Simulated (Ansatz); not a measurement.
# Hf2CF2 MXene monolayer in a perpendicular field, part 2 of 2

Wanted: the out-of-plane response of the Hf2CF2 MXene monolayer. A positive field points along +c.

Ansatz 0.2.0; plane-wave DFT, PBE-D4, Ansatz PAW (the session's first sound run).

So far, equivalent conductor thickness p/(ε₀AE) (Å): step 8 (response, atoms held) 5.30.

### Step 11. Response, atoms relaxed

This step: plane-wave DFT, PBE-D4, Ansatz PAW; response to a field along the normal, atoms relaxed (Ansatz 0.2.0).

The same analysis on the two relaxed runs holds the ionic part too; their mesh is coarser, so small differences from the held value can come from that.

This step gave:

| Quantity | Value |
| --- | --- |
| equivalent conductor thickness p/(ε₀AE) | 5.934 Å |
| distance between the outer atoms | 5.104 Å |

The dipole of the cell by applied field:

```csv
applied field (V/Å),dipole of the cell (e·Å)
-0.1000,-0.0302
0.1000,0.0302
```

Local field over the applied field, running mean. From the potentials at -0.1 and 0.1 V/Å; running mean over 2.5 Å. The local field over applied field by z:

z (Å), local field over applied field and a bar from the least value:
```
      4.5       1.00 ##############################
      5.0       1.00 ##############################
      5.5       1.00 ##############################
      6.0       1.00 ##############################
      6.5       0.98 ##############################
      7.0       0.90 ###########################
      7.5       0.78 ########################
      8.0       0.83 ##########################
      8.5       0.67 #####################
      9.0       0.37 #############
      9.5       0.18 ########
     10.0       0.14 #######
     10.5      -0.10 #
     11.0      -0.07 ##
     11.5      -0.01 ###
     12.0      -0.04 ##
     12.5      -0.13 
     13.0       0.11 ######
     13.5       0.18 ########
     14.0       0.32 ############
     14.5       0.59 ###################
     15.0       0.84 ##########################
     15.5       0.79 ########################
     16.0       0.85 ##########################
     16.5       0.97 #############################
     17.0       0.99 ##############################
     17.5       1.00 ##############################
     18.0       1.00 ##############################
     18.5       1.00 ##############################
     19.0       1.00 ##############################
```

Electrons, planar mean, per unit field. Induced electron density against z:

```
z (Å)  induced electron density (e/Å³ per V/Å)
  5.5                                   3.8e-6
  6.0                                   1.4e-5
  6.5                                   5.7e-5
  7.0                                   2.4e-4
  7.5                                  0.00102
  8.0                                  0.00516
  8.5                                   0.0315
  9.0                                   1.1e-4
  9.5                                  -0.0461
 10.0                                  -0.0851
 10.5                                   0.0515
 11.0                                   0.0373
 11.5                                   4.5e-4
 12.0                                  -0.0208
 12.5                                  -0.0722
 13.0                                   0.0792
 13.5                                   0.0499
 14.0                                   0.0225
 14.5                                  -0.0396
 15.0                                 -0.00736
 15.5                                 -0.00142
 16.0                                  -3.3e-4
 16.5                                  -7.9e-5
 17.0                                  -2.0e-5
 17.5                                  -4.5e-6
```

The induced dipole is that of a conductor 5.93 Å thick.

### Step 12. Same geometry, cutoff 420 eV, functional LDA

This step: plane-wave DFT, LDA, Ansatz PAW (Ansatz 0.2.0).

The geometry is kept and the functional is LDA; other changes against the main runs: SCF threshold 1.0e-10 → 1.0e-09 eV, k-mesh 18×18×1 → 6×6×1 and no dispersion term, which doesn't act on the electrons.

The input, input.yaml:

```yaml
crystal:
  lattice:
    - [3.2602568035, 0.0, 0.0]
    - [-1.6301284018, 2.8234652147, 0.0]
    - [0.0, 0.0, 23.1048599677]
  atoms:
    - { symbol: F, position: [0.3333333333, 0.6666666667, 0.3895284374] }
    - { symbol: Hf, position: [0.6666666667, 0.3333333333, 0.4480370872] }
    - { symbol: C, position: [0.0, 0.0, 0.5] }
    - { symbol: Hf, position: [0.3333333333, 0.6666666667, 0.5519629128] }
    - { symbol: F, position: [0.6666666667, 0.3333333333, 0.6104715626] }
kpoints:
  mp_grid: { grid: [6, 6, 1] }
hamiltonian:
  xc: lda
scf:
  occupations: { method: fermi_dirac, width: 0.02585 }
  convergence: { dr2_threshold: 1.0e-09 }
efield:
  axis: 3
  dipole_correction: true
  ramp_position: 0.9251
  ramp_width: 0.1498
  amplitude: 0.1
output:
  write_potential: true
  write_density: true
  volumetric_format: npy
```

On the command line:

```sh
$ ansatz run input.yaml --threads 4 --pin off --max-ram 6144MiB --backend cpu --events-out ev --progress --plain --runs-dir out
```

Run time: 1.9 s. Hardware: 4 threads of Intel Xeon Platinum 8488C (Sapphire Rapids), shared host; peak memory 0.56 GiB; 6.8 s of CPU time.

Read from the output:

* energy at zero smearing: -32789.7668 eV
* dipole along the normal: 0.02695 e·Å

The dipole is 0.0270 e·Å.

### Step 13. Same geometry, cutoff 420 eV, functional LDA (run 2)

The same run in the opposite field.

Changes to input.yaml since step 12:

```diff
@@ -23,3 +23,3 @@
   ramp_width: 0.1498
-  amplitude: 0.1
+  amplitude: -0.1
 output:
```

It took 2 s on 4 threads; peak memory 0.56 GiB.

The dipole is -0.0269 e·Å.

### Step 14. Response at this level

This step: plane-wave DFT, LDA, Ansatz PAW; response to a field along the normal, atoms held (Ansatz 0.2.0).

The two signs of the field give the slope at this level.

This step gave:

```yaml
equivalent_conductor_thickness_p_eps_0ae: 5.298 Å
distance_between_the_outer_atoms: 5.105 Å
```

The induced dipole is that of a conductor 5.30 Å thick.

### Step 15. Same geometry, cutoff 420 eV, functional PBE

This step: plane-wave DFT, PBE, Ansatz PAW (Ansatz 0.2.0).

The geometry is kept and the functional is PBE; other changes against the main runs: SCF threshold 1.0e-10 → 1.0e-09 eV, k-mesh 18×18×1 → 6×6×1 and no dispersion term, which doesn't act on the electrons.

Changes to input.yaml since step 13:

```diff
@@ -14,3 +14,3 @@
 hamiltonian:
-  xc: lda
+  xc: pbe
 scf:
@@ -23,3 +23,3 @@
   ramp_width: 0.1498
-  amplitude: -0.1
+  amplitude: 0.1
 output:
```

Elapsed: 2 s, on 4 threads; peak memory 0.55 GiB; 7 s of CPU time.

The dipole is 0.0269 e·Å.

### Step 16. Same geometry, cutoff 420 eV, functional PBE (run 2)

Changes to input.yaml since step 15:

```diff
@@ -23,3 +23,3 @@
   ramp_width: 0.1498
-  amplitude: 0.1
+  amplitude: -0.1
 output:
```

The job ended after 2 s (4 threads; peak memory 0.57 GiB).

The dipole is -0.0269 e·Å.

### Step 17. Response at this level

This step: plane-wave DFT, PBE, Ansatz PAW; response to a field along the normal, atoms held (Ansatz 0.2.0).

The induced dipole is that of a conductor 5.29 Å thick.

### Step 18. Same geometry, cutoff 500 eV, functional r2SCAN

This step: plane-wave DFT, r2SCAN, Ansatz PAW (Ansatz 0.2.0).

The geometry is kept and the functional is r2SCAN; other changes against the main runs: SCF threshold 1.0e-10 → 1.0e-09 eV, cutoff 420 → 500, k-mesh 18×18×1 → 6×6×1 and no dispersion term, which doesn't act on the electrons.

Changes to input.yaml since step 16:

```diff
@@ -14,3 +14,3 @@
 hamiltonian:
-  xc: pbe
+  xc: r2scan
 scf:
@@ -23,3 +23,3 @@
   ramp_width: 0.1498
-  amplitude: -0.1
+  amplitude: 0.1
 output:
```

Run time: 5 s. Hardware: 4 threads; peak memory 0.92 GiB; 19 s of CPU time.

The dipole is 0.0265 e·Å.

### Step 19. Same geometry, cutoff 500 eV, functional r2SCAN (run 2)

Changes to input.yaml since step 18:

```diff
@@ -23,3 +23,3 @@
   ramp_width: 0.1498
-  amplitude: 0.1
+  amplitude: -0.1
 output:
```

Wall time 5 s (4 threads); peak memory 0.89 GiB.

The dipole is -0.0265 e·Å.

### Step 20. Response at this level

This step: plane-wave DFT, r2SCAN, Ansatz PAW; response to a field along the normal, atoms held (Ansatz 0.2.0).

The induced dipole is that of a conductor 5.20 Å thick.

### Step 21. Same geometry, cutoff 420 eV, functional HSE06

This step: plane-wave DFT, HSE06, Ansatz PAW (Ansatz 0.2.0).

The geometry is kept and the functional is HSE06; other changes against the main runs: SCF threshold 1.0e-10 → 1.0e-09 eV, k-mesh 18×18×1 → 6×6×1 and no dispersion term, which doesn't act on the electrons.

Changes to input.yaml since step 19:

```diff
@@ -14,3 +14,3 @@
 hamiltonian:
-  xc: r2scan
+  xc: hse06
 scf:
@@ -23,3 +23,3 @@
   ramp_width: 0.1498
-  amplitude: -0.1
+  amplitude: 0.1
 output:
```

The job ended after 20 s (4 threads; peak memory 2.7 GiB).

The dipole is 0.0263 e·Å.

### Step 22. Same geometry, cutoff 420 eV, functional HSE06 (run 2)

Changes to input.yaml since step 21:

```diff
@@ -23,3 +23,3 @@
   ramp_width: 0.1498
-  amplitude: 0.1
+  amplitude: -0.1
 output:
```

It took 20 s on 4 threads; peak memory 2.7 GiB; 73 s of CPU time.

The dipole is -0.0263 e·Å.

### Step 23. The series together

Times are for 4 threads of Intel Xeon Platinum 8488C (Sapphire Rapids), shared host. Results by setting:

```
no.  functional     field  dipole along the normal (e·Å)   time  memory (GiB)
  1         lda   0.1 V/Å                        0.02695  1.9 s          0.56
  2         lda  -0.1 V/Å                       -0.02695    2 s          0.56
  3         pbe   0.1 V/Å                        0.02691    2 s          0.55
  4         pbe  -0.1 V/Å                       -0.02691    2 s          0.57
  5      r2scan   0.1 V/Å                        0.02646    5 s          0.92
  6      r2scan  -0.1 V/Å                       -0.02647    5 s          0.89
  7       hse06   0.1 V/Å                        0.02625   20 s           2.7
  8       hse06  -0.1 V/Å                       -0.02626   20 s           2.7
```

### Step 24. Response at this level

This step: plane-wave DFT, HSE06, Ansatz PAW; response to a field along the normal, atoms held (Ansatz 0.2.0).

The induced dipole is that of a conductor 5.16 Å thick.

### Step 25. A changed input

This step: plane-wave DFT, PBE-D4, Ansatz PAW (Ansatz 0.2.0).

A run with a changed input: it repeats the earlier run at 0.1 V/Å with scf.eigensolver.kind to davidson and basis.precision to f64; its output block differs too.

input.yaml, the sections that differ from step 22:

```yaml
kpoints:
  mp_grid: { grid: [18, 18, 1] }
  band_path:
    path: [[0, 0, 0], [0.5, 0, 0], [0.33333333, 0.33333333, 0], [0, 0, 0]]
    npoints: 16
hamiltonian:
  xc: pbe
  dispersion: d4
scf:
  occupations: { method: fermi_dirac, width: 0.02585 }
  convergence: { dr2_threshold: 1.0e-10 }
  eigensolver: { kind: davidson }
efield:
  axis: 3
  dipole_correction: true
  ramp_position: 0.9251
  ramp_width: 0.1498
  amplitude: 0.1
basis:
  precision: f64
# crystal, output: as in step 22
```

Run time: 15 s. Hardware: 4 threads; peak memory 0.68 GiB; 58 s of CPU time.

Numbers from this step:

- energy at zero smearing: -33316.3228 eV
- dipole along the normal: 0.02698 e·Å

Electronic bands along the path, in eV, zero at the Fermi level:

```
  point  band 32  band 33  band 34  band 35  band 36  band 37  band 38  band 39
      Γ    -4.99    -3.49    -3.49     0.16     0.16     0.51     1.34     1.50
halfway    -4.73    -4.46    -3.56    -1.44     1.05     1.52     1.91     2.28
      M    -5.26    -3.88    -3.51    -2.45     2.45     3.15     3.48     3.65
halfway    -5.18    -4.28    -3.89    -1.27     1.79     2.62     2.76     3.41
      K    -4.90    -4.89    -3.87     0.36     1.16     1.17     2.86     3.48
halfway    -4.75    -4.41    -3.94    -0.69    -0.18     2.38     2.47     2.53
      Γ    -4.99    -3.49    -3.49     0.16     0.16     0.51     1.34     1.50
```

| quantity | this run | earlier run | difference |
| --- | --- | --- | --- |
| dipole along the normal (e·Å) | 0.02698 | 0.02698 | 4.3e-6 |

The dipole moves by under 0.5 % or 5e-5 e·Å. The run took 16 SCF cycles against 15.

### Step 26. The same run with other settings: basis.ecutwfc = "58.8 Ry"

Another changed input: it repeats the earlier run at 0.1 V/Å with basis.ecutwfc to 58.8 Ry; its output block differs too.

Changes to input.yaml since step 25:

```diff
@@ -22,3 +22,2 @@
   convergence: { dr2_threshold: 1.0e-10 }
-  eigensolver: { kind: davidson }
 efield:
@@ -34,2 +33,2 @@
 basis:
-  precision: f64
+  ecutwfc: "58.8 Ry"
```

Elapsed: 29 s, on 4 threads; peak memory 1.5 GiB.

Read from the output:

```
energy at zero smearing : -33316.3424 eV
```

The electronic bands at the labelled points (eV, zero at the Fermi level):

```csv
point,band 32,band 33,band 34,band 35,band 36,band 37,band 38,band 39
Γ,-4.99,-3.49,-3.49,0.16,0.16,0.51,1.34,1.50
halfway,-4.73,-4.46,-3.56,-1.44,1.05,1.52,1.91,2.28
M,-5.27,-3.89,-3.51,-2.45,2.45,3.15,3.48,3.65
halfway,-5.18,-4.28,-3.89,-1.27,1.79,2.62,2.75,3.41
K,-4.90,-4.89,-3.87,0.36,1.16,1.17,2.86,3.48
halfway,-4.76,-4.41,-3.94,-0.69,-0.18,2.38,2.46,2.53
Γ,-4.99,-3.49,-3.49,0.16,0.16,0.51,1.34,1.50
```

```csv
quantity,this run,earlier run,difference
dipole along the normal (e·Å),0.02698,0.02698,2.6e-6
```

The dipole moves by under 0.5 % or 5e-5 e·Å.

### Step 27. What came out

* gap without field: none
* work function, upper face: 3.60 eV
* equivalent conductor thickness, atoms held: 5.30 Å
* equivalent conductor thickness, atoms relaxed: 5.93 Å
* equivalent conductor thickness, LDA: 5.30 Å
* equivalent conductor thickness, PBE: 5.29 Å
* equivalent conductor thickness, r2SCAN: 5.20 Å
* equivalent conductor thickness, HSE06: 5.16 Å

The induced dipole equals that of a perfect conductor 5.30 Å thick, while the outer atoms lie 5.10 Å apart. Letting the atoms follow the field adds 0.63 Å to the equivalent conductor thickness: the ionic part of the response. Across the functionals the thickness runs from 5.16 to 5.30 Å; those runs use a coarser k-mesh, so they are to be compared with each other. There is no gap over 0.03 eV, with or without the field. The main runs have no spin polarisation; a magnetic state could lie lower and would change these results. Spin-orbit coupling is left out, which matters for the bands of elements this heavy. The MXene's terminations sit over the metal atoms of its far layer; the site over carbon or nitrogen, which some compounds prefer, was not run.

[Long decimals in the printed logs are rounded to 6 places.]

[Logs are printed without paths, hosts, clocks, repeated set-up lines and the standing remarks that a program may print on its own settings, such as how far it seeks lower states.]

[Hosts, paths, dates, database ids (printed as entryN), source tags and the programs' standing remarks are cut or masked in the printed files.]

[Maps of the electrostatic potential energy from Ansatz leave out the sawtooth potential of an applied field or a dipole correction, so their vacuum need not be flat; planar profiles and work functions include it.]
